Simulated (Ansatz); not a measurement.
Relaxed (001) slab cut from AlN (space group P6_3mc (No. 186)); the slab's formula is AlN, its outer planes Al (top) and N (bottom):

```yaml
crystal:
  lattice:
    - [3.13024, 0.00000, 0.00000]
    - [-1.56512, 2.71087, 0.00000]
    - [0.00000, 0.00000, 28.13937]
  atoms:
    - { symbol: N, position: [0.33333, 0.66667, 0.27869] }
    - { symbol: Al, position: [0.66667, 0.33333, 0.28903] }
    - { symbol: N, position: [0.66667, 0.33333, 0.36108] }
    - { symbol: Al, position: [0.33333, 0.66667, 0.37608] }
    - { symbol: N, position: [0.33333, 0.66667, 0.44718] }
    - { symbol: Al, position: [0.66667, 0.33333, 0.46372] }
    - { symbol: N, position: [0.66667, 0.33333, 0.53458] }
    - { symbol: Al, position: [0.33333, 0.66667, 0.55121] }
    - { symbol: N, position: [0.33333, 0.66667, 0.62201] }
    - { symbol: Al, position: [0.66667, 0.33333, 0.63872] }
    - { symbol: N, position: [0.66667, 0.33333, 0.71023] }
    - { symbol: Al, position: [0.33333, 0.66667, 0.72746] }
```

These are results of DFT PBE, scalar-relativistic, plane waves, PAW in Ansatz 0.2.0, not measurements. Settings: cutoff 420 eV, Γ-centred mesh 9×9×1 on the computed 12-atom cell, Gaussian smearing of 0.05 eV; no spin polarisation. A dipole correction removes the field between periodic images along c.

The potential is the smooth part; its values at the atoms depend on the PAW datasets.

(1) How does the plane-averaged electrostatic potential energy of an electron run along c, counted from the Fermi level?

Spin polarisation was left out, and a magnetic state may lie lower.

## Answers

(1)
```json
{"z (Å)": "2.93", "V (eV)": "6.31"}
{"z (Å)": "3.22", "V (eV)": "6.31"}
{"z (Å)": "3.52", "V (eV)": "6.31"}
{"z (Å)": "3.81", "V (eV)": "6.31"}
{"z (Å)": "4.10", "V (eV)": "6.31"}
{"z (Å)": "4.40", "V (eV)": "6.31"}
{"z (Å)": "4.69", "V (eV)": "6.31"}
{"z (Å)": "4.98", "V (eV)": "6.30"}
{"z (Å)": "5.28", "V (eV)": "6.29"}
{"z (Å)": "5.57", "V (eV)": "6.27"}
{"z (Å)": "5.86", "V (eV)": "6.22"}
{"z (Å)": "6.16", "V (eV)": "6.10"}
{"z (Å)": "6.45", "V (eV)": "5.81"}
{"z (Å)": "6.74", "V (eV)": "5.10"}
{"z (Å)": "7.03", "V (eV)": "3.37"}
{"z (Å)": "7.33", "V (eV)": "-1.72"}
{"z (Å)": "7.62", "V (eV)": "-8.59"}
{"z (Å)": "7.91", "V (eV)": "-10.69"}
{"z (Å)": "8.21", "V (eV)": "-7.98"}
{"z (Å)": "8.50", "V (eV)": "-4.13"}
{"z (Å)": "8.79", "V (eV)": "-1.46"}
{"z (Å)": "9.09", "V (eV)": "1.39"}
{"z (Å)": "9.38", "V (eV)": "1.85"}
{"z (Å)": "9.67", "V (eV)": "-2.16"}
{"z (Å)": "9.97", "V (eV)": "-9.03"}
{"z (Å)": "10.26", "V (eV)": "-11.27"}
{"z (Å)": "10.55", "V (eV)": "-8.29"}
{"z (Å)": "10.85", "V (eV)": "-4.81"}
{"z (Å)": "11.14", "V (eV)": "-3.07"}
{"z (Å)": "11.43", "V (eV)": "-0.21"}
{"z (Å)": "11.72", "V (eV)": "1.32"}
{"z (Å)": "12.02", "V (eV)": "-0.92"}
{"z (Å)": "12.31", "V (eV)": "-7.57"}
{"z (Å)": "12.60", "V (eV)": "-11.78"}
{"z (Å)": "12.90", "V (eV)": "-9.94"}
{"z (Å)": "13.19", "V (eV)": "-6.16"}
{"z (Å)": "13.48", "V (eV)": "-4.49"}
{"z (Å)": "13.78", "V (eV)": "-2.18"}
{"z (Å)": "14.07", "V (eV)": "0.26"}
{"z (Å)": "14.36", "V (eV)": "-0.15"}
{"z (Å)": "14.66", "V (eV)": "-5.51"}
{"z (Å)": "14.95", "V (eV)": "-11.63"}
{"z (Å)": "15.24", "V (eV)": "-11.96"}
{"z (Å)": "15.54", "V (eV)": "-8.26"}
{"z (Å)": "15.83", "V (eV)": "-5.71"}
{"z (Å)": "16.12", "V (eV)": "-4.07"}
{"z (Å)": "16.41", "V (eV)": "-1.23"}
{"z (Å)": "16.71", "V (eV)": "-0.27"}
{"z (Å)": "17.00", "V (eV)": "-3.64"}
{"z (Å)": "17.29", "V (eV)": "-10.46"}
{"z (Å)": "17.59", "V (eV)": "-13.34"}
{"z (Å)": "17.88", "V (eV)": "-10.61"}
{"z (Å)": "18.17", "V (eV)": "-7.12"}
{"z (Å)": "18.47", "V (eV)": "-5.70"}
{"z (Å)": "18.76", "V (eV)": "-3.09"}
{"z (Å)": "19.05", "V (eV)": "-1.00"}
{"z (Å)": "19.35", "V (eV)": "-2.04"}
{"z (Å)": "19.64", "V (eV)": "-7.92"}
{"z (Å)": "19.93", "V (eV)": "-13.52"}
{"z (Å)": "20.23", "V (eV)": "-13.04"}
{"z (Å)": "20.52", "V (eV)": "-9.18"}
{"z (Å)": "20.81", "V (eV)": "-6.97"}
{"z (Å)": "21.10", "V (eV)": "-5.13"}
{"z (Å)": "21.40", "V (eV)": "-1.85"}
{"z (Å)": "21.69", "V (eV)": "0.46"}
{"z (Å)": "21.98", "V (eV)": "1.85"}
{"z (Å)": "22.28", "V (eV)": "2.71"}
{"z (Å)": "22.57", "V (eV)": "3.22"}
{"z (Å)": "22.86", "V (eV)": "3.52"}
{"z (Å)": "23.16", "V (eV)": "3.69"}
{"z (Å)": "23.45", "V (eV)": "3.79"}
{"z (Å)": "23.74", "V (eV)": "3.84"}
{"z (Å)": "24.04", "V (eV)": "3.87"}
{"z (Å)": "24.33", "V (eV)": "3.89"}
{"z (Å)": "24.62", "V (eV)": "3.90"}
{"z (Å)": "24.92", "V (eV)": "3.90"}
{"z (Å)": "25.21", "V (eV)": "3.90"}
```

The vacuum level lies 3.91 eV (top face) and 6.31 eV (bottom face) above the Fermi level.

Cost: 1 run of about 0.91 core-minutes, on Oxide Virtual Turin-like Processor (Zen 5) (shared hosts).